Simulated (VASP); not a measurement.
# CdS (Fm-3m) in VASP: notebook, part 3 of 3

VASP 6.6.1. Earlier steps stand in the parts before.

### 5 Single point, PBE

INCAR reads:

```
  PREC = Accurate
  ENCUT = 500
  EDIFF = 1E-6
  ISMEAR = 0
  SIGMA = 0.02
  LREAL = F
  LASPH = T
  NELM = 100
  ALGO = Normal
  ISIF = 2
  LWAVE = F
  LCHARG = F
  GGA = PE
  NBANDS = 16
```

KPOINTS reads:

```
regular mesh
0
Gamma
  4 4 4
```

POSCAR reads:

```
CdS
1.0
    0.0000000000      2.7532440000      2.7532440000
    2.7532440000      0.0000000000      2.7532440000
    2.7532440000      2.7532440000      0.0000000000
Cd S
1 1
Direct
    0.0000000000      0.0000000000      0.0000000000
    0.5000000000      0.5000000000      0.5000000000
```

Potentials or basis: VASP PAW PBE potentials, release 64 (Cd_GW, S_GW).

Run with:

```sh
$ cat potpaw_PBE.64/Cd_GW/POTCAR potpaw_PBE.64/S_GW/POTCAR > POTCAR
$ mpirun -np 1 vasp_std > vasp.out
```

OUTCAR:

```text
PREC = Accurate
   ENCUT = 500
   EDIFF = 1E-6
   ISMEAR = 0
   LREAL = F
   LASPH = T
   NELM = 100
   ISIF = 2
   GGA = PE

 ion  position               nearest neighbor table
   1  0.000  0.000  0.000-   2 2.75   2 2.75   2 2.75   2 2.75   2 2.75   2 2.75
   2  0.500  0.500  0.500-   1 2.75   1 2.75   1 2.75   1 2.75   1 2.75   1 2.75

  LATTYP: Found a face centered cubic cell.
 ALAT       =     5.5064880000

  Lattice vectors:

 A1 = (   0.0000000000,   2.7532440000,   2.7532440000)
 A2 = (   2.7532440000,   0.0000000000,   2.7532440000)
 A3 = (   2.7532440000,   2.7532440000,   0.0000000000)

Analysis of symmetry for initial positions (statically):
=====================================================================
 Subroutine PRICEL returns:
 Original cell was already a primitive cell.

 Routine SETGRP: Setting up the symmetry group for a
 face centered cubic supercell.

 Subroutine GETGRP returns: Found 48 space group operations
 (whereof 48 operations were pure point group operations)
 out of a pool of 48 trial point group operations.

The static configuration has the point symmetry O_h .

Analysis of symmetry for dynamics (positions and initial velocities):
=====================================================================
 Subroutine PRICEL returns:
 Original cell was already a primitive cell.

 Routine SETGRP: Setting up the symmetry group for a
 face centered cubic supercell.

 Subroutine GETGRP returns: Found 48 space group operations
 (whereof 48 operations were pure point group operations)
 out of a pool of 48 trial point group operations.

The dynamic configuration has the point symmetry O_h .

 Subroutine INISYM returns: Found 48 space group operations
 (whereof 48 operations are pure point group operations),
 and found     1 'primitive' translations

----------------------------------------------------------------------------------------

                                     Primitive cell

  volume of cell :      41.7411

  direct lattice vectors                    reciprocal lattice vectors
     0.000000000  2.753244000  2.753244000    -0.181603955  0.181603955  0.181603955
     2.753244000  0.000000000  2.753244000     0.181603955 -0.181603955  0.181603955
     2.753244000  2.753244000  0.000000000     0.181603955  0.181603955 -0.181603955

  length of vectors
     3.893675005  3.893675005  3.893675005     0.314547277  0.314547277  0.314547277

  position of ions in fractional coordinates (direct lattice)
     0.000000000  0.000000000  0.000000000
     0.500000000  0.500000000  0.500000000

  ion indices of the primitive-cell ions
   primitive index   ion index
                 1           1
                 2           2

----------------------------------------------------------------------------------------

 KPOINTS: regular mesh

Automatic generation of k-mesh.
 Grid dimensions read from file:
 generate k-points for:    4    4    4

 Generating k-lattice:

  Cartesian coordinates                     Fractional coordinates (reciprocal lattice)
    -0.045400989  0.045400989  0.045400989     0.250000000  0.000000000  0.000000000
     0.045400989 -0.045400989  0.045400989     0.000000000  0.250000000  0.000000000
     0.045400989  0.045400989 -0.045400989     0.000000000  0.000000000  0.250000000

  Length of vectors
     0.078636819  0.078636819  0.078636819

  Shift w.r.t. Gamma in fractional coordinates (k-lattice)
     0.000000000  0.000000000  0.000000000

 Subroutine IBZKPT returns following result:
 ===========================================

 Found      8 irreducible k-points:

 Following reciprocal coordinates:
            Coordinates               Weight
  0.000000  0.000000  0.000000      1.000000
  0.250000  0.000000  0.000000      8.000000
  0.500000  0.000000  0.000000      4.000000
  0.250000  0.250000  0.000000      6.000000
  0.500000  0.250000  0.000000     24.000000
 -0.250000  0.250000  0.000000     12.000000
  0.500000  0.500000  0.000000      3.000000
 -0.250000  0.500000  0.250000      6.000000
   k-points           NKPTS =      8   k-points in BZ     NKDIM =      8   number of bands    NBANDS=     16
   number of dos      NEDOS =    301   number of ions     NIONS =      2
   total plane-waves  NPLWV =  21952
   dimension x,y,z NGX =    28 NGY =   28 NGZ =   28
   dimension x,y,z NGXF=    56 NGYF=   56 NGZF=   56
   ions per type =               1   1
   NGX,Y,Z   is equivalent  to a cutoff of  11.95, 11.95, 11.95 a.u.
   NGXF,Y,Z  is equivalent  to a cutoff of  23.91, 23.91, 23.91 a.u.
 SYSTEM =  unknown system
   PREC   = accura    normal or accurate (medium, high low for compatibility)
   ISTART =      0    job   : 0-new  1-cont  2-samecut
   ICHARG =      2    charge: 1-file 2-atom 10-const
   ISPIN  =      1    spin polarized calculation?
   LNONCOLLINEAR =      F non collinear calculations
   LSORBIT =      F    spin-orbit coupling
   LASPH  =      T    aspherical Exc in radial PAW
   ENCUT  =  500.0 eV  36.75 Ry    6.06 a.u.   7.10  7.10  7.10*2*pi/ulx,y,z
   NELM   =    100;   NELMIN=  2; NELMDL= -5     # of ELM steps
   EDIFF  = 0.1E-05   stopping-criterion for ELM
   LREAL  =      F    real-space projection
   EDIFFG = 0.1E-04   stopping-criterion for IOM
   NSW    =      0    number of steps for IOM
   IBRION =     -1    ionic relax: 0-MD 1-quasi-New 2-CG
   NFREE  =      0    steps in history (QN), initial steepest desc. (CG)
   ISIF   =      2    stress and relaxation
   ISYM   =      2    0-nonsym 1-usesym 2-fastsym
   POTIM  = 0.5000    time-step for ionic-motion
   TEBEG  =    0.0;   TEEND  =   0.0 temperature during run
   PSTRESS=    0.0 pullay stress
   NELECT =      18.0000    total number of electrons
   NUPDOWN=      -1.0000    fix difference up-down
   EMIN   =  10.00;   EMAX   =-10.00  energy-range for DOS
   EFERMI =   0.00;   METHOD = LEGACY
   ISMEAR =     0;   SIGMA  =   0.02  broadening in eV -4-tet -1-fermi 0-gaus
   EFERMI_NEDOS =   21; number of points for ismear=-14 and -15
   IALGO  =     38    algorithm
   IMIX   =      4    mixing-type and parameters
     AMIX     =   0.40;   BMIX     =  1.00
     AMIX_MAG =   1.60;   BMIX_MAG =  1.00
  volume/ion in A,a.u.               =      20.87       140.84
  Fermi-wavevector in a.u.,A,eV,Ry     =   1.236833  2.337275 20.813583  1.529755
  Thomas-Fermi vector in A             =   2.371425
   LORBIT       =      0    0 simple, 1 ext, 2 COOP (PROOUT), +10 PAW based schemes
   GGA     = PE    functional components
   LHFCALC =     F    Hartree Fock is set to
   AEXX    =    0.0000 exact exchange contribution
   IVDW    =     0    specifies the selected vdW correction
   LEPSILON=     F    determine dielectric tensor
   LRPA    =     F    only Hartree local field effects (RPA)
 non-spin polarized calculation
 Gauss-broadening in eV      SIGMA  =   0.02
  energy-cutoff  :      500.00
  volume of cell :       41.74
 maximum number of plane-waves:      1068
   NGX = 15   NGY = 15   NGZ = 15

 number of electron      18.0000004 magnetization

 Free energy of the ion-electron system (eV)
  ---------------------------------------------------
  ext. energy  EPLUGINS =         0.00000000
  ---------------------------------------------------
  free energy    TOTEN  =        -5.83600835 eV

  energy without entropy =       -5.83600835  energy(sigma->0) =       -5.83600835

 E-fermi :   4.4392     XC(G=0): -10.3286

 val. band max:        4.3489956482   @ k =   0.5000   0.0000   0.0000
 cond. band min:       4.5613552613   @ k =   0.5000   0.5000   0.0000
 fundamental gap:      0.2123596131
 Fermi energy:         4.4392450671

 k-point     1 :       0.0000    0.0000    0.0000
  band No.  band energies     occupation
      1      -8.3098      2.00000
      2      -3.2911      2.00000
      3      -3.2911      2.00000
      4      -3.2911      2.00000
      5      -3.2884      2.00000
      6      -3.2884      2.00000
[... 8 lines left out ...]
     15      15.6096      0.00000
     16      15.6096      0.00000
[... 115 lines left out ...]
 k-point     8 :      -0.2500    0.5000    0.2500
  band No.  band energies     occupation
      1      -7.2998      2.00000
      2      -3.4159      2.00000
      3      -3.2852      2.00000
      4      -3.2852      2.00000
      5      -3.0359      2.00000
      6      -2.5572      2.00000
[... 8 lines left out ...]
     15      17.0945      0.00000
     16      18.6785      0.00000

------------------------ aborting loop because EDIFF is reached ----------------------------------------

  FORCE on cell =-STRESS in cart. coord.  units (eV):
  Direction    XX          YY          ZZ          XY          YZ          ZX
  --------------------------------------------------------------------------------------
  -------------------------------------------------------------------------------------
  Total       -0.0318709     -0.0318709     -0.0318709     -0.0000000     -0.0000000     -0.0000000
  in kB       -1.2233234     -1.2233234     -1.2233234     -0.0000000     -0.0000000     -0.0000000
  external PRESSURE =      -1.2233234 kB  Pullay stress =       0.0000000 kB

 VOLUME and BASIS-vectors are now :
 -----------------------------------------------------------------------------
  energy-cutoff  :      500.00
  volume of cell :       41.74
      direct lattice vectors                 reciprocal lattice vectors
     0.000000000  2.753244000  2.753244000    -0.181603955  0.181603955  0.181603955
     2.753244000  0.000000000  2.753244000     0.181603955 -0.181603955  0.181603955
     2.753244000  2.753244000  0.000000000     0.181603955  0.181603955 -0.181603955

 POSITION                                       TOTAL-FORCE (eV/Angst)
 -----------------------------------------------------------------------------------
      0.00000      0.00000      0.00000         0.000000     -0.000000     -0.000000
      2.75324      2.75324      2.75324        -0.000000      0.000000      0.000000
 -----------------------------------------------------------------------------------
    total drift:                                0.000000      0.000000      0.000000

  FREE ENERGIE OF THE ION-ELECTRON SYSTEM (eV)
  ---------------------------------------------------
  free  energy   TOTEN  =        -5.8360083463 eV

  energy  without entropy=       -5.8360083463  energy(sigma->0) =       -5.83600835
```

It took 5.8 s on 1 thread of AMD EPYC 9R45 (Zen 5), shared host; peak memory 0.13 GiB.

Results:

| Item | Value |
| --- | --- |
| Free energy | -5.8360 eV |
| Pressure | -0.1 GPa |
| Band gap on the k mesh | 0.21 eV, indirect (least direct gap 1.52 eV) |

Caveat: the k mesh is coarse (spacing up to 0.49 Å⁻¹), so the values aren't converged. A k mesh can miss the band edges.

### 6 Single point, PBE

INCAR reads:

```
PREC = Accurate
ENCUT = 500
EDIFF = 1E-6
ISMEAR = 0
SIGMA = 0.02
LREAL = False
LASPH = True
NELM = 80
ALGO = Normal
ISIF = 2
LWAVE = False
LCHARG = False
GGA = PE
```

KPOINTS is that of step 5.

POSCAR is that of step 5.

Potentials or basis: VASP PAW PBE potentials, release 64 (Cd_GW, S_GW).

Run with:

```sh
$ cat potpaw_PBE.64/Cd_GW/POTCAR potpaw_PBE.64/S_GW/POTCAR > POTCAR
$ mpirun -np 1 vasp_std > vasp.out
```

OUTCAR:

```text
PREC = Accurate
   ENCUT = 500
   EDIFF = 1E-6
   ISMEAR = 0
   LREAL = False
   LASPH = True
   NELM = 80
   ISIF = 2
   GGA = PE

 ion  position               nearest neighbor table
   1  0.000  0.000  0.000-   2 2.75   2 2.75   2 2.75   2 2.75   2 2.75   2 2.75
   2  0.500  0.500  0.500-   1 2.75   1 2.75   1 2.75   1 2.75   1 2.75   1 2.75

  LATTYP: Found a face centered cubic cell.
 ALAT       =     5.5064880000

  Lattice vectors:

 A1 = (   0.0000000000,   2.7532440000,   2.7532440000)
[... 296 lines left out ...]
------------------------ aborting loop because EDIFF is reached ----------------------------------------

  FORCE on cell =-STRESS in cart. coord.  units (eV):
  Direction    XX          YY          ZZ          XY          YZ          ZX
  --------------------------------------------------------------------------------------
  -------------------------------------------------------------------------------------
  Total       -0.0429273     -0.0429273     -0.0429273     -0.0000000     -0.0000000      0.0000000
  in kB       -1.6477079     -1.6477079     -1.6477079     -0.0000000     -0.0000000      0.0000000
  external PRESSURE =      -1.6477079 kB  Pullay stress =       0.0000000 kB

 VOLUME and BASIS-vectors are now :
 -----------------------------------------------------------------------------
  energy-cutoff  :      500.00
  volume of cell :       41.74
      direct lattice vectors                 reciprocal lattice vectors
     0.000000000  2.753244000  2.753244000    -0.181603955  0.181603955  0.181603955
     2.753244000  0.000000000  2.753244000     0.181603955 -0.181603955  0.181603955
     2.753244000  2.753244000  0.000000000     0.181603955  0.181603955 -0.181603955

 POSITION                                       TOTAL-FORCE (eV/Angst)
 -----------------------------------------------------------------------------------
      0.00000      0.00000      0.00000         0.000000     -0.000000     -0.000000
      2.75324      2.75324      2.75324        -0.000000      0.000000      0.000000
 -----------------------------------------------------------------------------------
    total drift:                                0.000000      0.000000      0.000000

  FREE ENERGIE OF THE ION-ELECTRON SYSTEM (eV)
  ---------------------------------------------------
  free  energy   TOTEN  =        -5.8360083926 eV

  energy  without entropy=       -5.8360083926  energy(sigma->0) =       -5.83600839
```

Run time: 6.1 s. Hardware: 1 thread of Intel Xeon Platinum 8488C (Sapphire Rapids), shared host; peak memory 0.16 GiB.

What came out:

| Property | Result |
| --- | --- |
| Free energy | -5.8360 eV |
| Pressure | -0.2 GPa |
| Band gap on the k mesh | 0.21 eV, indirect (least direct gap 1.52 eV) |

Levels at points of the mesh, in eV from the valence-band top:
| k point | band 7 | band 8 | band 9 | band 10 | band 11 | band 12 |
| --- | --- | --- | --- | --- | --- | --- |
| (0.00, 0.00, 0.00) | -0.71 | -0.71 | -0.71 | 0.81 | 9.15 | 9.15 |
| (0.50, 0.00, 0.00) | -4.78 | 0.00 | 0.00 | 3.49 | 5.86 | 5.86 |
| (0.50, 0.50, 0.00) | -4.12 | -2.07 | -2.07 | 0.21 | 6.03 | 9.69 |

Caveat: the k mesh is coarse (spacing up to 0.49 Å⁻¹), so the values aren't converged.

### 7 For comparison

An earlier run on the cell as given: functional PBE; potentials or basis VASP PAW PBE potentials, release 64 (Cd, S); cutoff 520 eV; k mesh 8 × 8 × 8; occupations fermi-dirac, width 0.05 eV; no spin polarisation.

- Pressure: -0.1 GPa
- Band gap on the k mesh: 0.26 eV, indirect (least direct gap 1.53 eV)

### 8 Summary

```csv
task,potentials or basis,cell,k mesh,cutoff (eV),smearing,target pressure,other keys,mesh quality,gap on the mesh (eV),pressure (GPa)
relaxation of cell and atoms,"VASP PAW PBE potentials, release 64 (Cd, S)",relaxed to 30 GPa,8 × 8 × 8,600,fermi-dirac 0.05 eV,30 GPa,-,not flagged,0.14,30.0
relaxation of cell and atoms,"VASP PAW PBE potentials, release 64 (Cd, S)",relaxed to 5 GPa,8 × 8 × 8,600,fermi-dirac 0.05 eV,5 GPa,PSTRESS = 50; ALGO = VeryFast,not flagged,0.25,5.0
single point,"VASP PAW PBE potentials, release 64 (Cd_GW, S_GW)",as given,4 × 4 × 4,500,gaussian 0.02 eV,-,-,coarse,0.21,-0.2
single point,"VASP PAW PBE potentials, release 64 (Cd, S)",as given,8 × 8 × 8,520,fermi-dirac 0.05 eV,-,-,not flagged,0.26,-0.1
```

Alike in all rows: level PBE; no spin polarisation.

Caveats: some runs use coarse meshes; the cell is relaxed towards a set pressure, so the enthalpy falls and the energy may rise (some runs).

Absolute energies hang on the potentials; compare differences alone.
